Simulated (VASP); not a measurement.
The system is BaTiO3.

```
CELL_PARAMETERS angstrom
2.82737 1.63238 2.31839
-2.82737 1.63238 2.31839
0.00000 -3.26476 2.31839
ATOMIC_POSITIONS crystal
Ba 0.00000 0.00000 0.00000
Ti 0.48450 0.48450 0.48450
O 0.50860 0.01750 0.50860
O 0.01750 0.50860 0.50860
O 0.50860 0.50860 0.01750
```

```yaml
Program: VASP 6.6.1
Task: relaxation of cell and atoms
Functional: r2SCAN
Potentials_or_basis: VASP PAW PBE potentials, release 64 (Ba_sv, Ti_sv, O)
Cutoff: 600 eV
k_mesh: 6 × 6 × 6
Occupations: gaussian, width 0.02 eV
Spin: no spin polarisation
```

At the start: pressure 3.8 GPa; volume 12.84 Å³/atom.

Q: Where does the relaxation end?

A: Over 8 steps the energy falls by 3.4 meV/atom and the volume is 13.14 Å³/atom (+2.3 %); space group R3m (No. 160, to 0.05 Å).

The path:
```
step  energy change (eV)  largest force (eV/Å)  pressure (GPa)  volume (Å³)
   1              0.0000                0.2545            3.77        64.20
   2              0.0092                0.3102           -4.27        67.05
   3             -0.0155                0.0908            0.04        65.44
   4             -0.0162                0.0612            0.03        65.50
   5             -0.0167                0.0484            0.01        65.61
   6             -0.0169                0.0242            0.02        65.64
   7             -0.0170                0.0060            0.03        65.67
   8             -0.0170                0.0036           -0.03        65.70
```

Final structure:
```
Ba Ti O
1.0
     2.84879    1.64475    2.33710
    -2.84879    1.64475    2.33710
     0.00000   -3.28950    2.33710
Ba Ti O
1 1 3
Direct
  0.99752 0.99752 0.99752
  0.48424 0.48424 0.48424
  0.50933 0.01878 0.50933
  0.01878 0.50933 0.50933
  0.50933 0.50933 0.01878
```

Caveat: the PAW data sets were made with another functional, which shifts forces and pressure a little.
